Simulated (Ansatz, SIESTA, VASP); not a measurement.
# Si: programs and potentials compared

The starting cell:

```
Si
1.0
     0.00000    2.72185    2.72185
     2.72185    0.00000    2.72185
     2.72185    2.72185    0.00000
Si
2
Direct
  0.50000 0.50000 0.50000
  0.75000 0.75000 0.75000
```

Alike in all runs: task relaxation of cell and atoms; functional PBE; k mesh 8 × 8 × 8; occupations fermi-dirac, width 0.05 eV; no spin polarisation; no spin-orbit coupling.

```csv
program and potentials,plane-wave cutoff (eV),notes,equilibrium volume (Å³/atom)
"Ansatz, Ansatz PAW",420,-,20.46
"VASP, PBE PAW files Si_GW, 680 eV",680,-,20.46
"SIESTA, files PseudoDojo sr-pbe-0.4.1-standard, TZP (energy shift 0.002 Ry)",-,atomic basis,20.67
"VASP, PBE PAW files Si, 580 eV",580,-,20.44
"VASP, PBE PAW files Si_GW, 630 eV",630,-,20.46
"VASP, PBE PAW files Si, 600 eV",600,-,20.44
"Ansatz, all-electron LAPW, scalar-relativistic",-,-,20.45
"VASP, PBE PAW files Si, release 54, 580 eV",580,-,20.44
```

The equilibrium volume spans 20.44 (VASP, PBE PAW files Si, release 54, 580 eV) to 20.67 Å³/atom (SIESTA, files PseudoDojo sr-pbe-0.4.1-standard, TZP (energy shift 0.002 Ry)), with all-electron results at 20.45. Relaxations stop with a little pressure left, so the last digit of a volume isn't settled. Rows in atomic bases carry the error of their basis and grid, which can be large.

Differences between rows come from potentials, basis sets and numerical settings, since the functional is the same but for its coding. Runs on potential files found faulty are left out.
